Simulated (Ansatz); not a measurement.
## How long does this Ansatz run take?

```yaml
crystal:
  lattice:
    - [6.82, 0.0, 0.0]
    - [0.0, 6.82, 0.0]
    - [0.0, 0.0, 6.82]
  atoms:
    - { symbol: Ba, position: [0.0, 0.0, 0.0] }
    - { symbol: Ba, position: [0.5, 0.5, 0.0] }
    - { symbol: Ba, position: [0.5, 0.0, 0.5] }
    - { symbol: Ba, position: [0.0, 0.5, 0.5] }
    - { symbol: Te, position: [0.5, 0.5, 0.5] }
    - { symbol: Te, position: [0.0, 0.0, 0.5] }
    - { symbol: Te, position: [0.0, 0.5, 0.0] }
    - { symbol: Te, position: [0.5, 0.0, 0.0] }
kpoints:
  mp_grid: { grid: [3, 3, 3] }
scf:
  occupations: { method: fixed }
hamiltonian:
  xc: pbe
  pseudopotentials: { kind: paw }
output:
  forces: true
  efg: { quadrupole_moments_barn: { Ba: 0.236 }, contact_densities: true }
  core_levels:
    shells: { Ba: "3d", Te: "3d" }
    counted_from: valence_top
    eps_inf: [6.354, 6.354, 6.354]
```

```sh
ansatz run input.yaml --threads 1 --pin off --max-ram 2560MiB --backend cpu --events-out ev --progress --plain --runs-dir out
```

It runs on 1 thread of Arm Neoverse V1 (aarch64; 8 cores open to the job, memory cap 2.5 GiB, no GPU), a shared host with a load of 0.6 a core.

(1) Estimate the wall time and the peak memory.

## Answers

(1) About 67 s of wall time (68 s of CPU time) and 0.77 GiB. The run holds 104 valence electrons in 63 bands, about 6187 plane waves a k-point and 4 irreducible k-points, and took 6 SCF iterations for the ground state, and 2 further spin-resolved or lower-symmetry cells with a core hole. Times on a shared host vary by tens of per cent.
